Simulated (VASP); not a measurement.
# Ta (Im-3m) in VASP: notebook

One crystal, Ta, is run at these levels: LDA; tasks: relaxation of cell and atoms, vibrations by finite differences.

Everything below comes from runs of VASP 6.6.1. Logs are shortened: lines on timing, memory, paths and dates and some standing lists are left out, and cuts for length are marked.

**1. Starting point**

Symmetry: Im-3m, No. 229, cubic system. Conventional cell: a = 3.303 Å, b = 3.303 Å, c = 3.303 Å, α = 90.00°, β = 90.00°, γ = 90.00°. Around Ta (site symmetry m-3m) lie 8 Ta at 2.86 Å.

**2. Relaxation of cell and atoms, LDA**

The input, INCAR:

```
ALGO = Normal
EDIFF = 1E-7
EDIFFG = -0.002
ENCUT = 520
GGA = CA
IBRION = 2
ISIF = 3
ISMEAR = 0
LASPH = T
LCHARG = F
LREAL = F
LWAVE = F
NELM = 80
NSW = 80
PREC = Accurate
SIGMA = 0.1
```

The input, KPOINTS:

```
k-points
0
Gamma
  18 18 18
```

The input, POSCAR:

```
Ta
1.0
   -1.6512800000      1.6512800000      1.6512800000
    1.6512800000     -1.6512800000      1.6512800000
    1.6512800000      1.6512800000     -1.6512800000
Ta
1
Direct
    0.0000000000      0.0000000000      0.0000000000
```

Potentials or basis: VASP PAW LDA potentials, release 64 (Ta_pv).

Run with:

```sh
$ cat potpaw_LDA.64/Ta_pv/POTCAR > POTCAR
$ mpirun -np 1 vasp_std > vasp.out
```

OUTCAR:

```text
EDIFF = 1E-7
   EDIFFG = -0.002
   ENCUT = 520
   GGA = CA
   IBRION = 2
   ISIF = 3
   ISMEAR = 0
   LASPH = T
   LREAL = F
   NELM = 80
   NSW = 80
   PREC = Accurate

 ion  position               nearest neighbor table
   1  0.000  0.000  0.000-

  LATTYP: Found a body centered cubic cell.
 ALAT       =     3.3025600000

  Lattice vectors:

 A1 = (  -1.6512800000,   1.6512800000,   1.6512800000)
 A2 = (   1.6512800000,  -1.6512800000,   1.6512800000)
 A3 = (   1.6512800000,   1.6512800000,  -1.6512800000)

Analysis of symmetry for initial positions (statically):
=====================================================================
 Subroutine PRICEL returns:
 Original cell was already a primitive cell.

 Routine SETGRP: Setting up the symmetry group for a
 body centered cubic supercell.

 Subroutine GETGRP returns: Found 48 space group operations
 (whereof 48 operations were pure point group operations)
 out of a pool of 48 trial point group operations.

The static configuration has the point symmetry O_h .

Analysis of symmetry for dynamics (positions and initial velocities):
=====================================================================
 Subroutine PRICEL returns:
 Original cell was already a primitive cell.

 Routine SETGRP: Setting up the symmetry group for a
 body centered cubic supercell.

 Subroutine GETGRP returns: Found 48 space group operations
 (whereof 48 operations were pure point group operations)
 out of a pool of 48 trial point group operations.

The dynamic configuration has the point symmetry O_h .

 Subroutine INISYM returns: Found 48 space group operations
 (whereof 48 operations are pure point group operations),
 and found     1 'primitive' translations

----------------------------------------------------------------------------------------

                                     Primitive cell

  volume of cell :      18.0104

  direct lattice vectors                    reciprocal lattice vectors
    -1.651280000  1.651280000  1.651280000     0.000000000  0.302795407  0.302795407
     1.651280000 -1.651280000  1.651280000     0.302795407  0.000000000  0.302795407
     1.651280000  1.651280000 -1.651280000     0.302795407  0.302795407  0.000000000

  length of vectors
     2.860100858  2.860100858  2.860100858     0.428217371  0.428217371  0.428217371

  position of ions in fractional coordinates (direct lattice)
     0.000000000  0.000000000  0.000000000

  ion indices of the primitive-cell ions
   primitive index   ion index
                 1           1

----------------------------------------------------------------------------------------

 KPOINTS: k-points

Automatic generation of k-mesh.
 Grid dimensions read from file:
 generate k-points for:   18   18   18

 Generating k-lattice:

  Cartesian coordinates                     Fractional coordinates (reciprocal lattice)
     0.000000000  0.016821967  0.016821967     0.055555556  0.000000000  0.000000000
     0.016821967  0.000000000  0.016821967     0.000000000  0.055555556  0.000000000
     0.016821967  0.016821967  0.000000000     0.000000000  0.000000000  0.055555556

  Length of vectors
     0.023789854  0.023789854  0.023789854

  Shift w.r.t. Gamma in fractional coordinates (k-lattice)
     0.000000000  0.000000000  0.000000000

 Subroutine IBZKPT returns following result:
 ===========================================

 Found    195 irreducible k-points:

 Following reciprocal coordinates:
            Coordinates               Weight
  0.000000  0.000000  0.000000      1.000000
  0.055556  0.000000  0.000000     12.000000
  0.111111  0.000000  0.000000     12.000000
  0.166667  0.000000  0.000000     12.000000
  0.222222  0.000000  0.000000     12.000000
  0.277778  0.000000  0.000000     12.000000
[... 16 lines left out ...]
  0.333333  0.111111  0.000000     48.000000
  0.388889  0.111111  0.000000     48.000000
 [... further k-points ...]
   k-points           NKPTS =    195   k-points in BZ     NKDIM =    195   number of bands    NBANDS=      9
   number of dos      NEDOS =    301   number of ions     NIONS =      1
   total plane-waves  NPLWV =  13824
   dimension x,y,z NGX =    24 NGY =   24 NGZ =   24
   dimension x,y,z NGXF=    48 NGYF=   48 NGZF=   48
   ions per type =               1
   NGX,Y,Z   is equivalent  to a cutoff of  13.95, 13.95, 13.95 a.u.
   NGXF,Y,Z  is equivalent  to a cutoff of  27.90, 27.90, 27.90 a.u.
 SYSTEM =  unknown system
   PREC   = accura    normal or accurate (medium, high low for compatibility)
   ISTART =      0    job   : 0-new  1-cont  2-samecut
   ICHARG =      2    charge: 1-file 2-atom 10-const
   ISPIN  =      1    spin polarized calculation?
   LNONCOLLINEAR =      F non collinear calculations
   LSORBIT =      F    spin-orbit coupling
   LASPH  =      T    aspherical Exc in radial PAW
   ENCUT  =  520.0 eV  38.22 Ry    6.18 a.u.   5.32  5.32  5.32*2*pi/ulx,y,z
   NELM   =     80;   NELMIN=  2; NELMDL= -5     # of ELM steps
   EDIFF  = 0.1E-06   stopping-criterion for ELM
   LREAL  =      F    real-space projection
   EDIFFG = -.2E-02   stopping-criterion for IOM
   NSW    =     80    number of steps for IOM
   IBRION =      2    ionic relax: 0-MD 1-quasi-New 2-CG
   NFREE  =      1    steps in history (QN), initial steepest desc. (CG)
   ISIF   =      3    stress and relaxation
   ISYM   =      2    0-nonsym 1-usesym 2-fastsym
   POTIM  = 0.5000    time-step for ionic-motion
   TEBEG  =    0.0;   TEEND  =   0.0 temperature during run
   PSTRESS=    0.0 pullay stress
   NELECT =      11.0000    total number of electrons
   NUPDOWN=      -1.0000    fix difference up-down
   EMIN   =  10.00;   EMAX   =-10.00  energy-range for DOS
   EFERMI =   0.00;   METHOD = LEGACY
   ISMEAR =     0;   SIGMA  =   0.10  broadening in eV -4-tet -1-fermi 0-gaus
   EFERMI_NEDOS =   21; number of points for ismear=-14 and -15
   IALGO  =     38    algorithm
   IMIX   =      4    mixing-type and parameters
     AMIX     =   0.40;   BMIX     =  1.00
     AMIX_MAG =   1.60;   BMIX_MAG =  1.00
  volume/ion in A,a.u.               =      18.01       121.54
  Fermi-wavevector in a.u.,A,eV,Ry     =   1.388988  2.624806 26.249534  1.929286
  Thomas-Fermi vector in A             =   2.513061
   LORBIT       =      0    0 simple, 1 ext, 2 COOP (PROOUT), +10 PAW based schemes
   GGA     = CA    functional components
   LHFCALC =     F    Hartree Fock is set to
   AEXX    =    0.0000 exact exchange contribution
   IVDW    =     0    specifies the selected vdW correction
   LEPSILON=     F    determine dielectric tensor
   LRPA    =     F    only Hartree local field effects (RPA)
 conjugate gradient relaxation of ions
 non-spin polarized calculation
 Gauss-broadening in eV      SIGMA  =   0.10
  energy-cutoff  :      520.00
  volume of cell :       18.01
 maximum number of plane-waves:       498
 NGX is ok and might be reduce to    24
   NGX = 11   NGY = 11   NGZ = 11

--------------------------------------- Ionic step        1  -------------------------------------------

 number of electron      11.0000002 magnetization

 Free energy of the ion-electron system (eV)
  ---------------------------------------------------
  ext. energy  EPLUGINS =         0.00000000
  ---------------------------------------------------
  free energy    TOTEN  =       -12.81306149 eV

  energy without entropy =      -12.80706385  energy(sigma->0) =      -12.81006267

------------------------ aborting loop because EDIFF is reached ----------------------------------------

  FORCE on cell =-STRESS in cart. coord.  units (eV):
  Direction    XX          YY          ZZ          XY          YZ          ZX
  --------------------------------------------------------------------------------------
  -------------------------------------------------------------------------------------
  Total       -0.9538462     -0.9538462     -0.9538462     -0.0000000      0.0000000      0.0000000
  in kB      -84.8529141    -84.8529141    -84.8529141     -0.0000000      0.0000000      0.0000000
  external PRESSURE =     -84.8529141 kB  Pullay stress =       0.0000000 kB
[... 195 lines left out ...]
  energy  without entropy=      -12.8274205456  energy(sigma->0) =      -12.83030030

--------------------------------------- Ionic step        7  -------------------------------------------

 number of electron      11.0000000 magnetization

 Free energy of the ion-electron system (eV)
  ---------------------------------------------------
  ext. energy  EPLUGINS =         0.00000000
  ---------------------------------------------------
  free energy    TOTEN  =       -12.83320240 eV

  energy without entropy =      -12.82743707  energy(sigma->0) =      -12.83031974

 E-fermi :   5.7477     XC(G=0): -13.0086

 val. band max:        5.7476611009   @ k =  -0.3333   0.3333   0.1667
 cond. band min:       5.7588216207   @ k =  -0.2222   0.2222   0.1667
 fundamental gap:      0.0111605199
 Fermi energy:         5.7477156426

 k-point     1 :       0.0000    0.0000    0.0000
  band No.  band energies     occupation
      1     -26.9851      2.00000
      2     -26.9851      2.00000
      3     -26.9851      2.00000
      4      -2.2475      2.00000
      5       6.4176      0.00000
      6       6.4176      0.00000
      7       6.4176      0.00000
      8       9.8269      0.00000
      9       9.8269      0.00000
[... 265 lines left out ...]
 k-point    24 :       0.3889    0.1111    0.0000
  band No.  band energies     occupation
      1     -28.2703      2.00000
      2     -27.4631      2.00000
      3     -27.0557      2.00000
      4       1.6176      2.00000
      5       4.1776      2.00000
      6       6.6278      0.00000
      7       9.5988      0.00000
      8      10.9673      0.00000
      9      14.0301      0.00000

 [... further k-points ...]
[... 5 lines left out ...]
  --------------------------------------------------------------------------------------
  -------------------------------------------------------------------------------------
  Total       -0.0001118     -0.0001118     -0.0001118     -0.0000000      0.0000000     -0.0000000
  in kB       -0.0103635     -0.0103635     -0.0103635     -0.0000000      0.0000000     -0.0000000
  external PRESSURE =      -0.0103635 kB  Pullay stress =       0.0000000 kB
[... 16 lines left out ...]
  FREE ENERGIE OF THE ION-ELECTRON SYSTEM (eV)
  ---------------------------------------------------
  free  energy   TOTEN  =       -12.8332024049 eV

  energy  without entropy=      -12.8274370682  energy(sigma->0) =      -12.83031974

 reached required accuracy - stopping structural energy minimisation
```

Wall time 52 s (1 thread of Intel Xeon Platinum 8488C (Sapphire Rapids), shared host); peak memory 0.17 GiB.

What came out:

```
Free energy                            : -12.8332 eV
Relaxed volume                         : 17.28 Å³/atom
Relaxed cell                           : a = 2.821 Å, b = 2.821 Å, c = 2.821 Å, α = 109.47°, β = 109.47°, γ = 109.47°
Space group after relaxing (to 0.05 Å) : Im-3m (No. 229)
Energy gained by relaxing              : 20.1 meV/atom
Ionic steps                            : 7
Pressure after relaxing                : 0.0 GPa
Band gap on the k mesh                 : none (metal or under the smearing width)
```

The path:
```csv
step,energy change (eV),largest force (eV/Å),pressure (GPa),volume (Å³)
1,0.0000,0.0000,-8.49,18.01
2,0.1060,0.0000,26.55,15.64
3,-0.0201,0.0000,-0.39,17.31
4,-0.0201,0.0000,-0.03,17.28
5,-0.0201,0.0000,0.15,17.27
6,-0.0201,0.0000,-0.30,17.30
7,-0.0201,0.0000,0.00,17.28
```

Final structure:
```yaml
crystal:
  lattice:
    - [-1.62856, 1.62856, 1.62856]
    - [1.62856, -1.62856, 1.62856]
    - [1.62856, 1.62856, -1.62856]
  atoms:
    - { symbol: Ta, position: [0.00000, 0.00000, 0.00000] }
```

Spin-orbit coupling is left out, which matters for the levels of Ta. Zero-point motion and thermal expansion aren't in these numbers.

(Part 1 of 2 ends here.)
